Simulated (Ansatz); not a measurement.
## Levels of theory for BN (zincblende)

Measured values to be reproduced:
- lattice constant a: 3.6152 ± 0.0002 Å (a at ambient conditions; 295 K; single-crystal x-ray diffraction; “Equation of state of cubic boron nitride at high pressures and temperatures”, 2007, arxiv:cond-mat/0702656)

The calculated numbers come from the PAW code Ansatz. (Simulation; spin polarisation is off.)

Zincblende BN, relaxed with r2SCAN. It is cubic, F-43m (No. 216); a = 3.610 Å in the conventional setting, 5.88 Å³ an atom. B is surrounded by 4 N at 1.56 Å; N is surrounded by 4 B at 1.56 Å.

```cif
data_structure
_symmetry_space_group_name_H-M 'F-43m'
_symmetry_Int_Tables_number 216
_cell_length_a 3.6097
_cell_length_b 3.6097
_cell_length_c 3.6097
_cell_angle_alpha 90.000
_cell_angle_beta 90.000
_cell_angle_gamma 90.000
_cell_volume 47.03
loop_
_atom_site_label
_atom_site_type_symbol
_atom_site_symmetry_multiplicity
_atom_site_Wyckoff_symbol
_atom_site_fract_x
_atom_site_fract_y
_atom_site_fract_z
_atom_site_occupancy
B1 B 4 a 0.00000 0.00000 0.00000 1
N1 N 4 d 0.25000 0.25000 0.75000 1
```

Band edges at fixed r2SCAN geometry:
```
                                   level    k mesh  gap (eV)      kind         edges  least direct gap (eV)        rough cost
                                     PBE  12×12×12      4.48  indirect         Γ → X                   8.85  1.6 core-seconds
                                  r2SCAN  12×12×12      5.00  indirect         Γ → X                   9.59  2.6 core-seconds
                                   HSE06     8×8×8      5.79  indirect         Γ → X                  10.59   30 core-seconds
                                    PBE0     8×8×8      6.56  indirect         Γ → X                  11.36   30 core-seconds
G0W0@PBE (35 empty bands, 120 eV, 6×6×6)     6×6×6      5.91         –  Γ → X (mesh)                      –    5 core-seconds
```
PBE: smearing of 0.02 eV; the others have fixed occupations.
Wave cutoffs: 420 eV, 500 eV (r2SCAN).
The G0W0 gap is PBE's gap over the path plus the quasiparticle shift read on the mesh. No extrapolation in bands, cutoff or mesh was made for G0W0.
Costs come from shared machines and give only the order; PBE's includes the band path. The runs had 2 threads of Arm Neoverse V1 (shared host).

The HSE06 gap is indirect, 5.79 eV (Γ to X), below the direct gap of 10.59 eV at Γ.

Taking G0W0@PBE (35 empty bands, 120 eV, 6×6×6), 5.91 eV, as the yardstick (a computed one, not at the basis limit), HSE06 comes nearest, -0.12 eV off. The others: PBE0 +0.65, r2SCAN -0.91, PBE -1.43 eV. The yardstick's own error is a tenth of an eV or more. r2SCAN covers 40 % of the step from PBE to HSE06. All these functionals give a gap of the same kind, indirect.

r2SCAN (ground state on 10×10×10): The electronic dielectric tensor ε∞ is 4.45 in all directions. Born charges, averaged over directions: B +1.98, N -1.98 e.

Set against measured values:
- Lattice constant a, measured 3.6152 Å: PBE 3.625 (+0.3 %), r2SCAN 3.610 (-0.2 %).
The calculated lattice is static; the measured one holds thermal expansion and zero-point motion. Reports marked as nanostructured, strained, doped, implanted or mixed samples were set aside.

The meshes of the hybrids are coarse, so their gaps aren't converged to the digits shown.
